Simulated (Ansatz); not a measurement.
HgSe:

```
Hg Se
1.0
     0.00000    3.03900    3.03900
     3.03900    0.00000    3.03900
     3.03900    3.03900    0.00000
Hg Se
1 1
Cartesian
  0.0000 0.0000 0.0000
  4.5585 4.5585 4.5585
```

Base run:

* Program: Ansatz 0.2.0
* Functional: PBEsol
* Potentials or basis: all-electron LAPW, scalar-relativistic
* Cutoff: 278 eV (chosen from the basis error)
* Basis error allowed: 0.001 eV/atom
* k mesh: 8 × 8 × 8
* Occupations: fermi-dirac, width 0.05 eV
* Spin: no spin polarisation

Its results: pressure 1.5 GPa.

Q: The run is repeated on the same cell with these changes: functional from PBEsol to LDA. What comes out?

A: Pressure -0.4 GPa.

LDA binds more tightly than PBEsol, so the same cell stands under less pressure.
